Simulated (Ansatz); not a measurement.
## TaN — quadrupolar parameters

The cell is a structure deposited in the COD whose atoms were relaxed with PBE, the cell held.

```
CELL_PARAMETERS angstrom
2.93800 0.00000 0.00000
-1.46900 2.54438 0.00000
0.00000 0.00000 2.88300
ATOMIC_POSITIONS crystal
Ta 0.33333 0.66667 0.50000
N 0.00000 0.00000 0.00000
```

Sites (sets of like atoms) are named by element and the number of their first atom in this list.

All values are calculated (Ansatz; DFT, PBE, plane waves and PAW, with spin–orbit coupling, 420 eV cutoff, Γ-centred 18×18×16 k-points, Fermi–Dirac smearing 0.05 eV), not measured. Start moments as typed (μB): 2 on each Ta, none on the rest.

V_zz is the principal component of the electric field gradient with the largest magnitude, η = (V_xx − V_yy)/V_zz and C_Q = eQV_zz/h.

¹⁸¹Ta: I = 7/2, Q = 3170 mb; ¹⁴N: I = 1, Q = 20.44 mb. Q values from Pyykkö, Mol. Phys. 116, 1328 (2018).

Task: Give the quadrupolar parameters of the distinct sites.

Result: 

```csv
site,atoms (order as listed),first shell,V_zz (10²¹ V/m²),η,C_Q (MHz)
Ta,1,6 N at 2.23 Å,6.05,0.00,464
N,2,6 Ta at 2.23 Å,0.14,0.00,0.069
```

An axis of threefold or higher order runs through Ta and N, so V_zz lies along it and η is zero.

At this cell the principal stresses reach 5 GPa in size with PBE, which can matter for small gradients. With no gap above 0.1 eV, as in a metal, the gradients converge slowly in k; expect changes of a tenth or more on a denser mesh. With these PAW files V_zz is typically within 2 to 3 % of all-electron values, but misses above 10 % occur on Ta. Semilocal functionals make gaps too small and can close them, so the real compound need not be a metal.
